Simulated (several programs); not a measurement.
**What each method gives for CaO (h-MgO type)**

CaO (h-MgO type), relaxed with r2SCAN in Ansatz, was computed with several methods. The symmetry is P6_3/mmc (No. 194, hexagonal); a = 3.981 Å, c = 4.770 Å in the conventional setting, 16.37 Å³ an atom. Around Ca lie 5 O at 2.30–2.39 Å; around O lie 5 Ca at 2.30–2.39 Å. (Calculated; spin-unpolarised; the phase may be known or hypothetical.)

```cif
data_structure
_symmetry_space_group_name_H-M 'P6_3/mmc'
_symmetry_Int_Tables_number 194
_cell_length_a 3.9810
_cell_length_b 3.9810
_cell_length_c 4.7701
_cell_angle_alpha 90.000
_cell_angle_beta 90.000
_cell_angle_gamma 120.000
_cell_volume 65.47
loop_
_atom_site_label
_atom_site_type_symbol
_atom_site_symmetry_multiplicity
_atom_site_Wyckoff_symbol
_atom_site_fract_x
_atom_site_fract_y
_atom_site_fract_z
_atom_site_occupancy
Ca1 Ca 2 c 0.33333 0.66667 0.25000 1
O1 O 2 d 0.66667 0.33333 0.25000 1
```

Gaps and times are for a single point on this cell; volume and bulk modulus come from each method's own relaxation or energy curve at fixed shape, which is too stiff where a cell has free coordinates or axes. Times are rough, from shared hosts (Arm Neoverse V2; Intel Xeon Processor @ 2.50GHz), and each method has its own mesh and cell size. A dagger marks a closed or tiny gap in a crystal that DFT finds insulating: a failure of the method or a wrong SCF state. A double dagger marks a value from a curve with shape and coordinates held. PM6 (MOPAC), PM7 (MOPAC), GFN1-xTB (tblite), GFN2-xTB (tblite) treat a cluster of cells at its zone centre, which samples few k points: where these miss a band edge, the gap comes out too large for that reason alone. Gaps from k meshes are read at a limited set of points (mesh, symmetry points, PBE's band edges), so each method's own least gap may be somewhat smaller. xTB and the PM methods were fitted mostly to molecules, and can miss a solid's gap by electronvolts. Minimal bases can be far off for gaps. Times of the plane-wave ladder aren't listed, since it ran on unlike processors and cards. GLLB-SC's gap includes the derivative discontinuity. G0W0 is at finite bands, cutoff and mesh. d marks a direct gap, i an indirect one (no mark: not told apart), a dash a value that wasn't computed or didn't pass its checks.

```json
{"method": "PBEsol", "kind": "semilocal", "gap (eV)": "–", "own volume (Å³/atom)": "16.07", "bulk modulus (GPa)": "–", "atoms computed": "4", "processor time": "–"}
{"method": "light PBE (260 eV and a coarse mesh)", "kind": "light plane-wave", "gap (eV)": "3.15 d", "own volume (Å³/atom)": "–", "bulk modulus (GPa)": "–", "atoms computed": "4", "processor time": "0.83 s"}
{"method": "PM6 (MOPAC)", "kind": "semi-empirical", "gap (eV)": "6.89", "own volume (Å³/atom)": "–", "bulk modulus (GPa)": "–", "atoms computed": "cluster", "processor time": "2.5 s"}
{"method": "GFN1-xTB (tblite)", "kind": "tight binding", "gap (eV)": "0.07†", "own volume (Å³/atom)": "–", "bulk modulus (GPa)": "–", "atoms computed": "cluster", "processor time": "4.5 s"}
{"method": "PBE", "kind": "semilocal", "gap (eV)": "3.21 d", "own volume (Å³/atom)": "16.69", "bulk modulus (GPa)": "86‡", "atoms computed": "4", "processor time": "–"}
{"method": "GFN2-xTB (tblite)", "kind": "tight binding", "gap (eV)": "0.03†", "own volume (Å³/atom)": "–", "bulk modulus (GPa)": "–", "atoms computed": "cluster", "processor time": "7.5 s"}
{"method": "PBE/SZV (CP2K)", "kind": "small basis", "gap (eV)": "0.18 i", "own volume (Å³/atom)": "–", "bulk modulus (GPa)": "–", "atoms computed": "4", "processor time": "8.7 s"}
{"method": "LDA", "kind": "semilocal", "gap (eV)": "3.03 d", "own volume (Å³/atom)": "15.49", "bulk modulus (GPa)": "–", "atoms computed": "4", "processor time": "–"}
{"method": "r2SCAN", "kind": "semilocal", "gap (eV)": "3.63 d", "own volume (Å³/atom)": "16.37", "bulk modulus (GPa)": "94‡", "atoms computed": "4", "processor time": "–"}
{"method": "PM7 (MOPAC)", "kind": "semi-empirical", "gap (eV)": "2.71", "own volume (Å³/atom)": "–", "bulk modulus (GPa)": "–", "atoms computed": "cluster", "processor time": "16 s"}
{"method": "PBE/DZVP (CP2K)", "kind": "small basis", "gap (eV)": "3.28 d", "own volume (Å³/atom)": "17.00‡", "bulk modulus (GPa)": "83‡", "atoms computed": "4", "processor time": "19 s"}
{"method": "GLLB-SC (GPAW)", "kind": "model potential", "gap (eV)": "6.46", "own volume (Å³/atom)": "–", "bulk modulus (GPa)": "–", "atoms computed": "4", "processor time": "33 s"}
{"method": "PBE/single zeta (GPAW)", "kind": "small basis", "gap (eV)": "3.39 d", "own volume (Å³/atom)": "–", "bulk modulus (GPa)": "–", "atoms computed": "4", "processor time": "110 s"}
{"method": "LC-ωPBE", "kind": "hybrid", "gap (eV)": "9.68 d", "own volume (Å³/atom)": "–", "bulk modulus (GPa)": "–", "atoms computed": "4", "processor time": "–"}
{"method": "PBE0", "kind": "hybrid", "gap (eV)": "5.28 d", "own volume (Å³/atom)": "–", "bulk modulus (GPa)": "–", "atoms computed": "4", "processor time": "–"}
{"method": "HSE06", "kind": "hybrid", "gap (eV)": "4.58 d", "own volume (Å³/atom)": "16.40", "bulk modulus (GPa)": "–", "atoms computed": "4", "processor time": "–"}
{"method": "r2SCAN0", "kind": "hybrid", "gap (eV)": "5.53 d", "own volume (Å³/atom)": "–", "bulk modulus (GPa)": "–", "atoms computed": "4", "processor time": "–"}
{"method": "DDH-PBE0", "kind": "hybrid", "gap (eV)": "5.70 d", "own volume (Å³/atom)": "–", "bulk modulus (GPa)": "–", "atoms computed": "4", "processor time": "–"}
{"method": "G0W0@PBE (140 eV screening cutoff)", "kind": "many-body", "gap (eV)": "4.55", "own volume (Å³/atom)": "–", "bulk modulus (GPa)": "–", "atoms computed": "4", "processor time": "–"}
{"method": "G0W0@LDA (140 eV screening cutoff)", "kind": "many-body", "gap (eV)": "4.65", "own volume (Å³/atom)": "–", "bulk modulus (GPa)": "–", "atoms computed": "4", "processor time": "–"}
{"method": "G0W0@HSE06 (140 eV screening cutoff)", "kind": "many-body", "gap (eV)": "5.27", "own volume (Å³/atom)": "–", "bulk modulus (GPa)": "–", "atoms computed": "4", "processor time": "–"}
{"method": "G0W0@r2SCAN (210 eV screening cutoff)", "kind": "many-body", "gap (eV)": "4.92", "own volume (Å³/atom)": "–", "bulk modulus (GPa)": "–", "atoms computed": "4", "processor time": "–"}
```

Against HSE06 (4.58 eV) and with closed or daggered gaps left aside, the nearest gap at the points sampled is that of G0W0@PBE (140 eV screening cutoff) (-0.03 eV) and the farthest that of LC-ωPBE (+5.10 eV). HSE06 is only a yardstick of convenience: for gaps this wide it usually falls short of measured ones, so a larger value can be the better one.

Volumes against r2SCAN's: PBEsol -1.8 %, PBE +2.0 %, LDA -5.3 %, HSE06 +0.2 %.
